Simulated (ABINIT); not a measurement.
# How the form of the self-energy moves the gap of BAs (F-43m), part 2 of 2

Wanted: the gap of BAs (F-43m) under several approximations, with cost.

ABINIT 10.8.3; PBE and many-body steps on it, plane waves. Known limits of the many-body steps: not at the basis limit; no spin-orbit coupling.

So far. Step 5 (G0W0, Hybertsen-Louie plasmon pole): Against G0W0 in ABINIT (6×6×6 mesh, 126 bands, screening to 228.6 eV, Godby-Needs plasmon pole), the gap moves by +0.193 eV. Step 6 (G0W0, von der Linden-Horsch plasmon pole): Against G0W0 in ABINIT (6×6×6 mesh, 126 bands, screening to 228.6 eV, Godby-Needs plasmon pole), the gap moves by +0.097 eV.

## (7) G0W0, Engel-Farid plasmon pole

Level of this step: G0W0 on PBE, plane waves, norm-conserving pseudopotentials (ABINIT).

The input, run.abi:

```
acell 3*1.0 Angstrom
rprim 
  -0.000000000000 2.388500000000 2.388500000000
  2.388500000000 -0.000000000000 2.388500000000
  2.388500000000 2.388500000000 -0.000000000000
ntypat 2
znucl 5 33
natom 2
typat 1 2
xred 
  0.000000000000 0.000000000000 0.000000000000
  0.250000000000 0.250000000000 0.250000000000
pp_dirpath "pseudos"
pseudos "B.upf, As.upf"
ecut 44
ngkpt 6 6 6
nshiftk 1
shiftk 0 0 0
kptopt 1
chksymbreak 0
istwfk *1
occopt 1
irdwfk 1
optdriver 4
nband 126
gwcalctyp 0
ecutsigx 44
symsigma 1
nkptgw 2
kptgw 
  0.0000000000 0.0000000000 0.0000000000
  0.3333333333 0.3333333333 0.0000000000
bdgw 
  11 16
  12 15
ecuteps 8.4
irdscr 1
ppmodel 4
indata_prefix "in"
outdata_prefix "out"
tmpdata_prefix "tmp"
```

Command:

```console
> OMP_NUM_THREADS=1 mpirun -n 8 abinit run.abi > log
```

The program printed:

```text
.Version 10.8.3 of ABINIT. v10.8.2 released Aug 2026.

 Symmetries : space group F-4 3 m (#216); Bravais cF (face-center cubic)
[... echo of the input left out ...]
== DATASET  1 ==================================================================
-   mpi_nproc: 8, omp_nthreads: 1 (-1 if OMP is not activated)

--- !DatasetInfo
iteration_state: {dtset: 1, }
dimensions: {natom: 2, nkpt: 16, mband: 126, nsppol: 1, nspinor: 1, nspden: 1, mpw: 2637, }
cutoff_energies: {ecut:  44.0, pawecutdg:  -1.0, }
[...]
Band     E0 <VxcDFT>   SigX SigC(E0)      Z dSigC/dE  Sig(E)    E-E0       E
[...]
14   9.292 -11.657  -7.564  -4.250   0.828  -0.208 -11.787  -0.130   9.161
       15  11.154 -11.166  -6.440  -4.833   0.827  -0.209 -11.254  -0.089  11.065

== END DATASET(S) ==============================================================
================================================================================

 -outvars: echo values of variables after computation  --------
           etotal      0.0000000000E+00
            nband         126
             nkpt          16
          spgroup         216
 [... the other variables as echoed above ...]

 Calculation completed.
```

Wall time 13 s (8 MPI ranks of Arm Neoverse N1, shared host); peak memory 1.5 GiB.

Numbers from this step:

```yaml
g0w0_gap_on_the_points_computed: 1.96 eV
starting_gap_on_the_mesh: 1.293 eV
k_of_the_valence_top: 0, 0, 0
k_of_the_conduction_bottom: 0.3333, 0.3333, 0
least_direct_g0w0_gap_on_the_computed_points: 4.187 eV
```

Against G0W0 in ABINIT (6×6×6 mesh, 126 bands, screening to 228.6 eV, Godby-Needs plasmon pole), the gap moves by +0.065 eV.

## (8) One-shot Hartree-Fock

This step: one-shot Hartree-Fock on PBE, plane waves, norm-conserving pseudopotentials.

Changes to run.abi since step 7:

```diff
@@ -24,4 +24,4 @@
 optdriver 4
-nband 126
-gwcalctyp 0
+nband 17
+gwcalctyp 5
 ecutsigx 44
@@ -35,5 +35,4 @@
   12 15
-ecuteps 8.4
-irdscr 1
-ppmodel 4
+ixc_sigma 40
+fftgw 31
 indata_prefix "in"
```

The program printed:

```text
.Version 10.8.3 of ABINIT. v10.8.2 released Aug 2026.

 Symmetries : space group F-4 3 m (#216); Bravais cF (face-center cubic)
[... echo of the input left out ...]
== DATASET  1 ==================================================================
-   mpi_nproc: 8, omp_nthreads: 1 (-1 if OMP is not activated)

--- !DatasetInfo
iteration_state: {dtset: 1, }
dimensions: {natom: 2, nkpt: 16, mband: 17, nsppol: 1, nspinor: 1, nspden: 1, mpw: 2637, }
cutoff_energies: {ecut:  44.0, pawecutdg:  -1.0, }
[...]
Band     E0 <VxcDFT>   SigX SigC(E0)      Z dSigC/dE  Sig(E)    E-E0       E
[...]
14   9.292 -11.657  -7.564   0.000   1.000   0.000  -7.564   4.093  13.385
       15  11.154 -11.166  -6.440   0.000   1.000   0.000  -6.440   4.726  15.879

== END DATASET(S) ==============================================================
================================================================================

 -outvars: echo values of variables after computation  --------
           etotal      0.0000000000E+00
            nband          17
             nkpt          16
          spgroup         216
 [... the other variables as echoed above ...]

 Calculation completed.
```

Run time: 4.8 s. Hardware: 8 MPI ranks; peak memory 0.48 GiB.

Numbers from this step:

| Item | Value |
| --- | --- |
| quasiparticle gap on the points computed | 6.741 eV |
| starting gap on the mesh | 1.293 eV |
| k of the valence top | 0, 0, 0 |
| k of the conduction bottom | 0.3333, 0.3333, 0 |
| least direct quasiparticle gap on the computed points | 9.328 eV |

Against G0W0 in ABINIT (6×6×6 mesh, 126 bands, screening to 228.6 eV, Godby-Needs plasmon pole), the gap moves by +4.846 eV.

## (9) Screening, 6×6×6 mesh, 126 bands, screening to 228.6 eV

This step: RPA screening on PBE, plane waves, norm-conserving pseudopotentials.

Changes to run.abi since step 8:

```diff
@@ -23,16 +23,13 @@
 irdwfk 1
-optdriver 4
-nband 17
-gwcalctyp 5
-ecutsigx 44
-symsigma 1
-nkptgw 2
-kptgw 
-  0.0000000000 0.0000000000 0.0000000000
-  0.3333333333 0.3333333333 0.0000000000
-bdgw 
-  11 16
-  12 15
-ixc_sigma 40
-fftgw 31
+optdriver 3
+nband 126
+ecuteps 8.4
+inclvkb 2
+awtr 1
+symchi 1
+gwcalctyp 2
+nfreqre 16
+freqremax 40 eV
+nfreqim 8
+spmeth 0
 indata_prefix "in"
```

The program printed:

```text
.Version 10.8.3 of ABINIT. v10.8.2 released Aug 2026.

 Symmetries : space group F-4 3 m (#216); Bravais cF (face-center cubic)
[... echo of the input left out ...]
== DATASET  1 ==================================================================
-   mpi_nproc: 8, omp_nthreads: 1 (-1 if OMP is not activated)

--- !DatasetInfo
iteration_state: {dtset: 1, }
dimensions: {natom: 2, nkpt: 16, mband: 126, nsppol: 1, nspinor: 1, nspden: 1, mpw: 2637, }
cutoff_energies: {ecut:  44.0, pawecutdg:  -1.0, }
electrons: {nelect:   2.60000000E+01, charge:   0.00000000E+00, occopt:   1.00000000E+00, tsmear:   1.00000000E-02, }

 SCREENING: Calculation of the susceptibility and dielectric matrices

 Based on a program developped by R.W. Godby, V. Olevano, G. Onida, and L. Reining.
 Incorporated in ABINIT by V. Olevano, G.-M. Rignanese, and M. Torrent.
.Using double precision arithmetic ; gwpc =  8

[... cell and pseudopotentials left out ...]
--------------------------------------------------------------------------------

 ==== K-mesh for the wavefunctions ====
 Number of points in the irreducible wedge :    16
[... list of points left out ...]
 Together with 24 symmetry operations and time-reversal symmetry
 yields   216 points in the full Brillouin Zone.

 ==== Q-mesh for the screening function ====
 Number of points in the irreducible wedge :    16
[... list of points left out ...]
 Together with 24 symmetry operations and time-reversal symmetry
 yields   216 points in the full Brillouin Zone.

 setmesh: FFT mesh size selected  =    27x   27x   27
          total number of points  =        19683

 vcoul_init : cutoff-mode = AUXILIARY_FUNCTION
 q-points for optical limit:   1
     1)      0.000010    0.000020    0.000030

- screening: taking advantage of time-reversal symmetry
- Maximum band index for partially occupied states nbvw = 13
- Remaining bands to be divided among processors   nbcw = 113
- Number of bands treated by each node ~14

 Number of electrons calculated from density =   26.0000; Expected =   26.0000
 average of density, n =  0.141374
 r_s =    1.1908
 omega_plasma =   36.2695 [eV]

 calculating chi0 at frequencies [eV] :
  1    0.000000E+00    0.000000E+00
  2    2.666667E+00    0.000000E+00
  3    5.333333E+00    0.000000E+00
[...]
23    0.000000E+00    9.237201E+01
 24    0.000000E+00    1.300608E+02

--------------------------------------------------------------------------------
  q-point number  1        q = ( 0.000000, 0.000000, 0.000000) [r.l.u.]
--------------------------------------------------------------------------------
[... chi0 elements left out ...]
  [... further frequencies ...]

 No. of calculated frequencies >  15, stop printing
 For q-point:  0.000010 0.000020 0.000030
  dielectric constant =  10.5092
  dielectric constant without local fields =  11.5110

  Average fulfillment of the sum rule on Im[epsilon] for q-point    1 :     54.04  [%]
[... wings left out ...]
  q-point number  2        q = ( 0.166667, 0.000000, 0.000000) [r.l.u.]
--------------------------------------------------------------------------------
[... chi0 elements left out ...]
  [... further frequencies ...]

 No. of calculated frequencies >  15, stop printing
  Average fulfillment of the sum rule on Im[epsilon] for q-point    2 :     63.69  [%]

 [... 14 further q-points ...]
```

Run time: 27 min. Hardware: 8 MPI ranks; peak memory 2 GiB.

Numbers from this step:

* ε∞ with local fields, on this mesh, along the program's q direction: 10.51
* the same without local fields: 11.51
* plasma frequency: 36.27 eV
* plane waves in the screening matrix: 181

## (10) G0W0, contour deformation

This step: G0W0 on PBE, plane waves, norm-conserving pseudopotentials.

Changes to run.abi since step 9:

```diff
@@ -23,13 +23,16 @@
 irdwfk 1
-optdriver 3
+optdriver 4
 nband 126
+gwcalctyp 2
+ecutsigx 44
+symsigma 1
+nkptgw 2
+kptgw 
+  0.0000000000 0.0000000000 0.0000000000
+  0.3333333333 0.3333333333 0.0000000000
+bdgw 
+  11 16
+  12 15
 ecuteps 8.4
-inclvkb 2
-awtr 1
-symchi 1
-gwcalctyp 2
-nfreqre 16
-freqremax 40 eV
-nfreqim 8
-spmeth 0
+irdscr 1
 indata_prefix "in"
```

The program printed:

```text
.Version 10.8.3 of ABINIT. v10.8.2 released Aug 2026.

 Symmetries : space group F-4 3 m (#216); Bravais cF (face-center cubic)
[... echo of the input left out ...]
== DATASET  1 ==================================================================
-   mpi_nproc: 8, omp_nthreads: 1 (-1 if OMP is not activated)

--- !DatasetInfo
iteration_state: {dtset: 1, }
dimensions: {natom: 2, nkpt: 16, mband: 126, nsppol: 1, nspinor: 1, nspden: 1, mpw: 2637, }
cutoff_energies: {ecut:  44.0, pawecutdg:  -1.0, }
[...]
Band     E0 <VxcDFT>   SigX SigC(E0)      Z dSigC/dE  Sig(E)    E-E0       E
[...]
15  11.154 -11.166  -6.440  -4.586   0.799  -0.251 -11.054   0.112  11.265
       15   0.000   0.000   0.000  -0.000   0.000   0.000  -0.000  -0.000  -0.000

== END DATASET(S) ==============================================================
================================================================================

 -outvars: echo values of variables after computation  --------
           etotal      0.0000000000E+00
            nband         126
             nkpt          16
          spgroup         216
 [... the other variables as echoed above ...]

 Calculation completed.
```

The job ended after 17 s (8 MPI ranks; peak memory 1.8 GiB).

Numbers from this step:

* G0W0 gap on the points computed: 1.919 eV
* starting gap on the mesh: 1.293 eV
* k of the valence top: 0, 0, 0
* k of the conduction bottom: 0.3333, 0.3333, 0
* least direct G0W0 gap on the computed points: 4.129 eV

Against G0W0 in ABINIT (6×6×6 mesh, 126 bands, screening to 228.6 eV, Godby-Needs plasmon pole), the gap moves by +0.024 eV.

## (11) Screening, 6×6×6 mesh, 126 bands, screening to 228.6 eV

This step: RPA screening on PBE, plane waves, norm-conserving pseudopotentials.

Changes to run.abi since step 10:

```diff
@@ -23,16 +23,11 @@
 irdwfk 1
-optdriver 4
+optdriver 3
 nband 126
-gwcalctyp 2
-ecutsigx 44
-symsigma 1
-nkptgw 2
-kptgw 
-  0.0000000000 0.0000000000 0.0000000000
-  0.3333333333 0.3333333333 0.0000000000
-bdgw 
-  11 16
-  12 15
 ecuteps 8.4
-irdscr 1
+inclvkb 2
+awtr 1
+symchi 1
+gwcalctyp 1
+nfreqre 0
+nfreqim 16
 indata_prefix "in"
```

The program printed:

```text
.Version 10.8.3 of ABINIT. v10.8.2 released Aug 2026.

 Symmetries : space group F-4 3 m (#216); Bravais cF (face-center cubic)
[... echo of the input left out ...]
== DATASET  1 ==================================================================
-   mpi_nproc: 8, omp_nthreads: 1 (-1 if OMP is not activated)

--- !DatasetInfo
iteration_state: {dtset: 1, }
dimensions: {natom: 2, nkpt: 16, mband: 126, nsppol: 1, nspinor: 1, nspden: 1, mpw: 2637, }
cutoff_energies: {ecut:  44.0, pawecutdg:  -1.0, }
[...]
No. of calculated frequencies >  15, stop printing
 For q-point:  0.000010 0.000020 0.000030
  dielectric constant =  10.5092
  dielectric constant without local fields =  11.5110

  Average fulfillment of the sum rule on Im[epsilon] for q-point    1 :     54.04  [%]
[... wings left out ...]
  q-point number  2        q = ( 0.166667, 0.000000, 0.000000) [r.l.u.]
--------------------------------------------------------------------------------
[... chi0 elements left out ...]
  [... further frequencies ...]

 No. of calculated frequencies >  15, stop printing
  Average fulfillment of the sum rule on Im[epsilon] for q-point    2 :     63.69  [%]

 [... 14 further q-points ...]
```

Wall time 15 min (8 MPI ranks); peak memory 2 GiB; 2 h of CPU time.

This step gave:

```yaml
eps_infinity_with_local_fields_on_this_mesh_along_the_program_s_q_direction: 10.51
the_same_without_local_fields: 11.51
plasma_frequency: 36.27 eV
plane_waves_in_the_screening_matrix: 181
```

## (12) G0W0, analytic continuation

This step: G0W0 on PBE, plane waves, norm-conserving pseudopotentials.

Changes to run.abi since step 11:

```diff
@@ -23,11 +23,18 @@
 irdwfk 1
-optdriver 3
+optdriver 4
 nband 126
+gwcalctyp 1
+ecutsigx 44
+symsigma 1
+nkptgw 2
+kptgw 
+  0.0000000000 0.0000000000 0.0000000000
+  0.3333333333 0.3333333333 0.0000000000
+bdgw 
+  11 16
+  12 15
 ecuteps 8.4
-inclvkb 2
-awtr 1
-symchi 1
-gwcalctyp 1
-nfreqre 0
-nfreqim 16
+irdscr 1
+nomegasi 12
+omegasimax 25 eV
 indata_prefix "in"
```

The program printed:

```text
.Version 10.8.3 of ABINIT. v10.8.2 released Aug 2026.

 Symmetries : space group F-4 3 m (#216); Bravais cF (face-center cubic)
[... echo of the input left out ...]
== DATASET  1 ==================================================================
-   mpi_nproc: 8, omp_nthreads: 1 (-1 if OMP is not activated)

--- !DatasetInfo
iteration_state: {dtset: 1, }
dimensions: {natom: 2, nkpt: 16, mband: 126, nsppol: 1, nspinor: 1, nspden: 1, mpw: 2637, }
cutoff_energies: {ecut:  44.0, pawecutdg:  -1.0, }
[...]
Band     E0 <VxcDFT>   SigX SigC(E0)      Z dSigC/dE  Sig(E)    E-E0       E
[...]
15   2.509 -11.166  -6.440  -4.619   0.789  -0.267 -11.082   0.084   2.593
       15   0.000   0.000   0.000   0.024   0.009   0.014   0.020   0.020   0.020

== END DATASET(S) ==============================================================
================================================================================

 -outvars: echo values of variables after computation  --------
           etotal      0.0000000000E+00
            nband         126
             nkpt          16
          spgroup         216
 [... the other variables as echoed above ...]

 Calculation completed.
```

The job ended after 17 s (8 MPI ranks; peak memory 1.7 GiB; 2.3 min of CPU time).

This step gave:

```yaml
g0w0_gap_on_the_points_computed: 1.784 eV
starting_gap_on_the_mesh: 1.293 eV
k_of_the_valence_top: 0, 0, 0
k_of_the_conduction_bottom: 0.3333, 0.3333, 0
least_direct_g0w0_gap_on_the_computed_points: 4.005 eV
```

Against G0W0 in ABINIT (6×6×6 mesh, 126 bands, screening to 228.6 eV, Godby-Needs plasmon pole), the gap moves by −0.111 eV.

## (13) Side by side

Times are wall times on 8 MPI ranks of Arm Neoverse N1, shared host, good to a factor of about two. A run's time includes the screening step that it read.

```csv
run,mesh,bands,screening cutoff (eV),DFT gap (eV),gap on the mesh (eV),direct (eV),ε∞ used,time
"G0W0, Godby-Needs plasmon pole",6×6×6,126,228.6,1.293,1.895,4.140,10.51,7.2 min
"G0W0, Hybertsen-Louie plasmon pole",6×6×6,126,228.6,1.293,2.088,4.342,10.51,7.2 min
"G0W0, von der Linden-Horsch plasmon pole",6×6×6,126,228.6,1.293,1.992,4.289,10.51,7 min
"G0W0, Engel-Farid plasmon pole",6×6×6,126,228.6,1.293,1.960,4.187,10.51,7 min
one-shot Hartree-Fock,6×6×6,-,-,1.293,6.741,9.328,-,4.8 s
"G0W0, contour deformation",6×6×6,126,228.6,1.293,1.919,4.129,10.51,27 min
"G0W0, analytic continuation",6×6×6,126,228.6,1.293,1.784,4.005,10.51,15 min
```

## (14) What came out

```json
{
 "G0W0, Godby-Needs plasmon pole": "1.895 eV",
 "G0W0, Hybertsen-Louie plasmon pole": "2.088 eV",
 "G0W0, von der Linden-Horsch plasmon pole": "1.992 eV",
 "G0W0, Engel-Farid plasmon pole": "1.960 eV",
 "one-shot Hartree-Fock": "6.741 eV",
 "G0W0, contour deformation": "1.919 eV",
 "G0W0, analytic continuation": "1.784 eV",
 "known limits": "not at the basis limit; no spin-orbit coupling"
}
```

**Reading.** G0W0, Hybertsen-Louie plasmon pole: +0.193 eV against G0W0, Godby-Needs plasmon pole. G0W0, von der Linden-Horsch plasmon pole: +0.097 eV against G0W0, Godby-Needs plasmon pole. G0W0, Engel-Farid plasmon pole: +0.065 eV against G0W0, Godby-Needs plasmon pole. One-shot Hartree-Fock: +4.846 eV against G0W0, Godby-Needs plasmon pole. G0W0, contour deformation: +0.024 eV against G0W0, Godby-Needs plasmon pole. G0W0, analytic continuation: −0.111 eV against G0W0, Godby-Needs plasmon pole. Bare exchange alone opens the gap to 6.74 eV; against G0W0, correlation takes back 4.85 eV. Against experiment, by G0W0, Godby-Needs plasmon pole: the direct gap of 4.14 eV lies +0.02 eV from the measured 4.12 eV (direct, 300 K, 2019); the gap of 1.89 eV lies −0.13 eV from the measured 2.02 eV (indirect, 300 K, 2019); the gap of 1.89 eV lies +0.07 eV from the measured 1.82 eV (indirect, 300 K, 2019). An exciton line or allowed optical edge lies below the quasiparticle gap by the binding energy; a forbidden edge can push the onset above it. These are gaps on the mesh, at modest bands and cutoff. The calculation has static nuclei and no excitons; a measured gap holds zero-point and thermal motion, which mostly lowers it. Bands and cutoff are finite, so the gap is not at the basis limit. The miss can reach some tenths of an eV and take either sign; the mesh is an error of its own. In the G0W0 runs levels were corrected at 2 k points alone, so a gap called «on the mesh» is the least over those, and an edge elsewhere would be missed. A denser mesh or path gives a starting gap of 1.21 eV: the GW mesh misses a band edge, so its gaps are not the fundamental one. The many-body steps are scalar-relativistic: spin-orbit coupling is not in them.

[Paths, hosts, dates, memory and timing lines, banners, echoed tables and standing remarks are left out of the program output.]

[Logs are printed without paths, hosts, clocks, repeated set-up lines and the standing remarks that a program may print on its own settings, such as how far it seeks lower states.]

[Runs of the session that timed out or met a known fault of the program may be left out.]

[Hosts, paths, dates, database ids (printed as entryN), source tags and the programs' standing remarks are cut or masked in the printed files.]

[G0W0 gaps are taken among the corrected bands and points alone; a level outside them can change the order at an edge.]

[Where Ansatz stands beside ABINIT at settings called matched, ABINIT's density can come from a denser mesh and the files from another edition; pairs whose starting gaps differed by over 0.03 eV were left out, so agreement reads better than it is.]
